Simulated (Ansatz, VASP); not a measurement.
**BN in VASP and in Ansatz**

```xyz
4
Lattice="2.5831 0.0000 0.0000 -1.2916 2.2370 0.0000 0.0000 0.0000 7.0842" Properties=species:S:1:pos:R:3 pbc="T T T"
B     0.0000    1.4914    1.7710
B     1.2916    0.7457    5.3131
N     0.0000    1.4914    5.3131
N     1.2916    0.7457    1.7710
```

Alike in both runs: task single point; functional PBEsol; k mesh 12 × 12 × 4; occupations gaussian, width 0.05 eV; no spin polarisation.

|  | VASP | Ansatz |
| --- | --- | --- |
| version | VASP 6.6.1 | Ansatz 0.2.0 |
| potentials or method | VASP PAW PBE potentials, release 64 (B, N) | scalar-relativistic, plane waves, PAW |
| plane-wave cutoff (eV) | 520 | 520 |
| valence electrons in the cell | 16 | 16 |

VASP gave:

```
gap on the k mesh at the Fermi level (eV)       : 4.11
least direct gap on the mesh (eV)               : 4.37
pressure (GPa)                                  : -18.1
largest component of the traceless stress (GPa) : 17.87
```

**Question.** Which values does Ansatz return?

**Answer.** gap on the k mesh at the Fermi level (eV): 4.12; least direct gap on the mesh (eV): 4.37; pressure (GPa): -18.5; largest component of the traceless stress (GPa): 18.33.

The functional is the same, so the differences come from potentials, cutoffs and numerics. Ansatz warned: «pseudo_functional_mismatch».

Caveats: so large a pressure means that the cell lies far from this level's equilibrium, or that cutoff or potentials fall short (VASP); the potentials were made for another functional, which shifts forces and pressure (VASP); this functional lacks dispersion, which binds the layers, so the pressure and a relaxed spacing across them are unreliable. A k mesh can miss the band edges.
